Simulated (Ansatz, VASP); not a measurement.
# SiC (Moissanite) in two plane-wave programs

One calculation is typed for both programs; each brings its own data sets and cutoff. How far apart do they land? The cell is taken from a series of VASP runs on this material, whose earlier steps may have relaxed, scaled or displaced it; both programs get it as it stands.

Method: plane waves, with VASP 6.6.1 beside it; band structure at r2SCAN-EpsX with an exact-exchange share of 0.141, in Ansatz 0.2.0.

**1. The starting structure**

The structure is hexagonal, space group P6_3mc (No. 186). Conventional cell: a = 3.076 Å, b = 3.076 Å, c = 5.048 Å, α = 90.00°, β = 90.00°, γ = 120.00°. Nearest to Si lie 4 C at 1.87 to 1.94 Å. C has 4 Si at 1.87 to 1.94 Å nearest. Farther neighbours are not listed.

Coordinates:

```cif
data_structure
_symmetry_space_group_name_H-M 'P6_3mc'
_symmetry_Int_Tables_number 186
_cell_length_a 3.0760
_cell_length_b 3.0760
_cell_length_c 5.0480
_cell_angle_alpha 90.000
_cell_angle_beta 90.000
_cell_angle_gamma 120.000
_cell_volume 41.36
loop_
_atom_site_label
_atom_site_type_symbol
_atom_site_symmetry_multiplicity
_atom_site_Wyckoff_symbol
_atom_site_fract_x
_atom_site_fract_y
_atom_site_fract_z
_atom_site_occupancy
Si1 Si 2 b 0.66667 0.33333 0.50000 1
C1 C 2 b 0.66667 0.33333 0.88500 1
```

**2. VASP: band structure, r2SCAN-EpsX with an exact-exchange share of 0.141**

Levels along a path test the potential and the projectors away from the mesh points.

Lines of VASP's logs that name or quote its potential files are left out, and so is its time.

The run reads the wave functions of an earlier VASP run, which isn't shown here.

INCAR

```
SYSTEM = SiC
PREC = Accurate
ENCUT = 460
EDIFF = 1E-06
NELM = 100
ISMEAR = 0
SIGMA = 0.03
LREAL = .FALSE.
ALGO = Normal
LHFCALC = .TRUE.
AEXX = 0.141
METAGGA = R2SCAN
LASPH = .TRUE.
NBANDS = 14
PRECFOCK = Fast
HFRCUT = -1
LORBIT = 11
LWAVE = .FALSE.
LCHARG = .FALSE.
KPAR = 8
```

POSCAR

```
SiC
1.0
    3.0760000000      0.0000000000      0.0000000000
   -1.5380000000      2.6638941420      0.0000000000
    0.0000000000      0.0000000000      5.0480000000
Si C
2 2
Direct
    0.6666666667      0.3333333333      0.5000000000
    0.3333333333      0.6666666667      0.0000000000
    0.6666666667      0.3333333333      0.8850000000
    0.3333333333      0.6666666667      0.3850000000
```

KPOINTS

```
Automatic mesh
0
Gamma
5 5 3
0 0 0
```

KPOINTS_OPT

```
Line mode
10
Line-mode
Reciprocal
  0.00000000   0.00000000   0.00000000 GAMMA
  0.50000000   0.00000000   0.00000000 M

  0.50000000   0.00000000   0.00000000 M
  0.33333333   0.33333333   0.00000000 K

  0.33333333   0.33333333   0.00000000 K
  0.00000000   0.00000000   0.00000000 GAMMA

  0.00000000   0.00000000   0.00000000 GAMMA
  0.00000000   0.00000000   0.50000000 A

  0.00000000   0.00000000   0.50000000 A
  0.50000000   0.00000000   0.50000000 L

  0.50000000   0.00000000   0.50000000 L
  0.33333333   0.33333333   0.50000000 H

  0.33333333   0.33333333   0.50000000 H
  0.00000000   0.00000000   0.50000000 A

  0.50000000   0.00000000   0.50000000 L
  0.50000000   0.00000000   0.00000000 M

  0.33333333   0.33333333   0.00000000 K
  0.33333333   0.33333333   0.50000000 H
```

Potentials, in the order of the species: Si and C (PBE family, release 64).

Started as:

```bash
mpirun -np 8 vasp_std
```

Numbers of over 12 decimals in the logs are rounded to 6 here.

What it wrote:

```text
[banner, memory and clock lines left out]
running    8 mpi-ranks, on    1 nodes
 distrk:  each k-point on    1 cores,    8 groups
 distr:  one band on    1 cores,    1 groups

 POSCAR found type information on POSCAR SiC
 POSCAR found :  2 types and       4 ions
|                                                                             |
|           W    W    AA    RRRRR   N    N  II  N    N   GGGG   !!!           |
|           W    W   A  A   R    R  NN   N  II  NN   N  G    G  !!!           |
|           W    W  A    A  R    R  N N  N  II  N N  N  G       !!!           |
|           W WW W  AAAAAA  RRRRR   N  N N  II  N  N N  G  GGG   !            |
|           WW  WW  A    A  R   R   N   NN  II  N   NN  G    G                |
|           W    W  A    A  R    R  N    N  II  N    N   GGGG   !!!           |
|                                                                             |
|     For optimal performance we recommend to set                             |
|       NCORE = 2 up to number-of-cores-per-socket                            |
|     NCORE specifies how many cores store one orbital (NPAR=cpu/NCORE).      |
|     This setting can greatly improve the performance of VASP for DFT.       |
|     The default, NCORE=1 might be grossly inefficient on modern             |
|     multi-core architectures or massively parallel machines. Do your        |
|     Unfortunately you need to use the default for GW and RPA                |
|     calculations (for HF NCORE is supported but not extensively tested      |
|     yet).                                                                   |
|                                                                             |

|                                                                             |
|               ----> ADVICE to this user running VASP <----                  |
|                                                                             |
|     You enforced a specific xc type in the INCAR file but a different       |
|     [... a line on the potential file left out ...]
|     I HOPE YOU KNOW WHAT YOU ARE DOING!                                     |
|                                                                             |

 LDA part: xc-table for (None), standard interpolation
 found WAVECAR, reading the header
 POSCAR, INCAR and KPOINTS ok, starting setup
 FFT: planning ... GRIDC
 FFT: planning ... GRID_SOFT
 FFT: planning ... GRID
 HFRCUT set to (new)   9.047566
 reading WAVECAR
 the WAVECAR file was read successfully
 initial charge from wavefunction
 entering main loop
       N       E                     dE             d eps       ncg     rms          rms(c)
DAV:   1    -0.411425413017E+02   -0.41143E+02   -0.18595E+00   280   0.120E+01    0.523E+00
DAV:   2    -0.411518549215E+02   -0.93136E-02   -0.66831E-02   370   0.192E+00    0.417E+00
DAV:   3    -0.411484206591E+02    0.34343E-02   -0.61599E-03   352   0.497E-01    0.247E+00
DAV:   4    -0.411479145037E+02    0.50616E-03   -0.10847E-03   358   0.205E-01    0.142E+00
DAV:   5    -0.411477279406E+02    0.18656E-03   -0.67793E-05   358   0.592E-02    0.815E-01
DAV:   6    -0.411476480274E+02    0.79913E-04   -0.13858E-05   340   0.328E-02    0.470E-01
DAV:   7    -0.411476136782E+02    0.34349E-04   -0.58542E-06   316   0.223E-02    0.270E-01
DAV:   8    -0.411475977189E+02    0.15959E-04   -0.19850E-06   218   0.133E-02    0.157E-01
DAV:   9    -0.411475897943E+02    0.79246E-05   -0.10138E-06   158   0.963E-03    0.892E-02
DAV:  10    -0.411475857356E+02    0.40587E-05   -0.33619E-07   158   0.543E-03    0.507E-02
DAV:  11    -0.411475835851E+02    0.21505E-05   -0.12718E-07   158   0.335E-03    0.288E-02
DAV:  12    -0.411475824157E+02    0.11693E-05   -0.49039E-08   158   0.207E-03    0.163E-02
DAV:  13    -0.411475817711E+02    0.64466E-06   -0.19859E-08   140   0.133E-03
   1 F= -.41147582E+02 E0= -.41147582E+02  d E =-.795206E-11
 Start KPOINTS_OPT (optional k-point list driver)
k-point batch [1-10\90]
       N       E                     dE             ncg
DAV:   1     0.904364880185E+03   -0.22538E+04      280
DAV:   2     0.280059688242E+03   -0.62431E+03      408
DAV:   3     0.229103717986E+03   -0.50956E+02      376
DAV:   4     0.228449050820E+03   -0.65467E+00      364
DAV:   5     0.228440232299E+03   -0.88185E-02      388
DAV:   6     0.228440102386E+03   -0.12991E-03      364
DAV:   7     0.228440098873E+03   -0.35133E-05      338
DAV:   8     0.228440098749E+03   -0.12362E-06      284
[...]
k-point batch [81-90\90]
       N       E                     dE             ncg
DAV:   1     0.624305487881E+03   -0.60083E+04      280
DAV:   2     0.960028007690E+02   -0.52830E+03      354
DAV:   3     0.667545586037E+02   -0.29248E+02      388
DAV:   4     0.663875355095E+02   -0.36702E+00      394
DAV:   5     0.663845544835E+02   -0.29810E-02      400
DAV:   6     0.663845278647E+02   -0.26619E-04      370
DAV:   7     0.663845275815E+02   -0.28327E-06      278
```

From OUTCAR (step 2):

```text
ion  position               nearest neighbor table
   1  0.667  0.333  0.500-   4 1.87   4 1.87   4 1.87   3 1.94   2 3.09   2 3.09   2 3.09   2 3.09
                             2 3.09   2 3.09
   2  0.333  0.667  0.000-   3 1.87   3 1.87   3 1.87   4 1.94   1 3.09   1 3.09   1 3.09   1 3.09
                             1 3.09   1 3.09
   3  0.667  0.333  0.885-   2 1.87   2 1.87   2 1.87   1 1.94
   4  0.333  0.667  0.385-   1 1.87   1 1.87   1 1.87   2 1.94

  LATTYP: Found a hexagonal cell.
 ALAT       =     3.0760000000
 C/A-ratio  =     1.6410923277

 Subroutine GETGRP returns: Found 12 space group operations
 (whereof  6 operations were pure point group operations)

The static configuration has the point symmetry C_3v.
 The point group associated with its full space group is C_6v.

 Found     10 irreducible k-points:

   k-points           NKPTS =     10   k-points in BZ     NKDIM =     75   number of bands    NBANDS=     14

   dimension x,y,z NGX =    24 NGY =   24 NGZ =   36
   dimension x,y,z NGXF=    48 NGYF=   48 NGZF=   72

   ENCUT  =  460.0 eV  33.81 Ry    5.81 a.u.   5.38  5.38  8.83*2*pi/ulx,y,z

   NELECT =      16.0000    total number of electrons

 k-points in reciprocal lattice and weights: Automatic mesh
   0.00000000  0.00000000  0.00000000       0.013
   0.20000000 -0.00000000  0.00000000       0.080
   0.40000000 -0.00000000  0.00000000       0.080
   0.20000000  0.20000000  0.00000000       0.080
   0.40000000  0.20000000  0.00000000       0.080
   0.00000000  0.00000000  0.33333333       0.027
   0.20000000 -0.00000000  0.33333333       0.160
   0.40000000 -0.00000000  0.33333333       0.160
   0.20000000  0.20000000  0.33333333       0.160
   0.40000000  0.20000000  0.33333333       0.160

  exchange ACFDT corr.  =         0.00000000  see jH, gK, PRB 81, 115126

 average (electrostatic) potential at core
       1 -80.5512       2 -80.5512       3 -43.9087       4 -43.9087

 E-fermi :   7.9485

 k-point     1 :       0.0000    0.0000    0.0000
  band No.  band energies     occupation
    ...
      4       6.0741      2.00000
      5       6.0741      2.00000
      6       7.4932      2.00000
      7       7.4932      2.00000
      8       7.8243      2.00000
      9      13.9411      0.00000
     10      15.3657      0.00000
     11      15.8006      0.00000
     12      15.8006      0.00000
     13      16.9616      0.00000
    ...

 k-point     2 :       0.2000   -0.0000    0.0000
  band No.  band energies     occupation
    ...
      4       3.0633      2.00000
      5       5.1104      2.00000
      6       5.2041      2.00000
      7       7.0297      2.00000
      8       7.2235      2.00000
      9      13.5979      0.00000
     10      15.7332      0.00000
     11      16.2097      0.00000
     12      16.9925      0.00000
     13      17.0213      0.00000
    ...

 k-point     3 :       0.4000   -0.0000    0.0000
  band No.  band energies     occupation
    ...
      4       1.2148      2.00000
      5       1.6591      2.00000
      6       4.0523      2.00000
      7       5.1059      2.00000
      8       6.2738      2.00000
      9      11.9259      0.00000
     10      13.5818      0.00000
     11      16.2367      0.00000
     12      16.6507      0.00000
     13      18.3551      0.00000
    ...

  energy-cutoff  :      460.00
  volume of cell :       41.36
      direct lattice vectors                 reciprocal lattice vectors
     3.076000000  0.000000000  0.000000000     0.325097529  0.187695146  0.000000000
    -1.538000000  2.663894142  0.000000000     0.000000000  0.375390292  0.000000000
     0.000000000  0.000000000  5.048000000     0.000000000  0.000000000  0.198098257

 POSITION                                       TOTAL-FORCE (eV/Angst)
 -----------------------------------------------------------------------------------
      1.53800      0.88796      2.52400         0.000000     -0.000000      0.764960
     -0.00000      1.77593      0.00000        -0.000000      0.000000      0.764960
      1.53800      0.88796      4.46748        -0.000000      0.000000     -0.764960
     -0.00000      1.77593      1.94348         0.000000     -0.000000     -0.764960
 -----------------------------------------------------------------------------------
    total drift:                                0.000000      0.000000      0.001416

  FREE ENERGIE OF THE ION-ELECTRON SYSTEM (eV)
  ---------------------------------------------------
  free  energy   TOTEN  =       -41.1475817711 eV

  energy  without entropy=      -41.1475817711  energy(sigma->0) =      -41.14758177

 total charge
# of ion       s       p       d       tot
------------------------------------------
    1        0.709   0.983   0.000   1.692
    2        0.709   0.983   0.000   1.692
    3        0.851   1.723   0.000   2.573
    4        0.851   1.723   0.000   2.573
--------------------------------------------------
tot          3.119   5.411   0.000   8.530

[... 3 further parts left out ...]
```

(Continued in part 2 of 2.)

[Lines on the potential files, build, host, timing and source positions are cut from VASP's logs without a mark.]

[Logs are printed without paths, hosts, clocks, repeated set-up lines and the standing remarks that a program may print on its own settings, such as how far it seeks lower states.]

[Hosts, paths, dates, database ids (printed as entryN), source tags and the programs' standing remarks are cut or masked in the printed files.]
